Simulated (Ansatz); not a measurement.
# GaAs: from a first guess to the relaxed WC type

First guess:

```yaml
crystal:
  lattice:
    - [3.31384, 0.00000, 0.00000]
    - [-1.65692, 2.86987, 0.00000]
    - [0.00000, 0.00000, 3.24757]
  atoms:
    - { symbol: Ga, position: [0.00000, 0.00000, 0.00000] }
    - { symbol: As, position: [0.33333, 0.66667, 0.50000] }
```

Theory: DFT, PBE, PAW with Ansatz's default frozen-core files, scalar-relativistic (Ansatz 0.2.0).

Cell and atoms relax within the symmetry of the start on a 13×13×11 k mesh with 0.05 eV Fermi–Dirac smearing.

The start is built from a prototype, known or not as a phase of this compound; the cutoff is 420 eV.

Q: What is the pressure of the first guess?

A: 30.5 GPa.

Q: What does it relax to?

A: a = 3.840 Å, b = 3.840 Å, c = 3.240 Å, α = 90.00°, β = 90.00°, γ = 120.00° (conventional cell), 20.69 Å³ per atom:
Space group P-6m2 (No. 187). a = 3.840 Å, b = 3.840 Å, c = 3.240 Å, α = 90.00°, β = 90.00°, γ = 120.00°
| atom | site | symmetry | x | y | z |
| --- | --- | --- | --- | --- | --- |
| Ga | 1a | -6m2 | 0.0000 | 0.0000 | 0.0000 |
| As | 1d | -6m2 | 0.3333 | 0.6667 | 0.5000 |

Q: How much energy does the relaxation release?

A: 365 meV/atom.
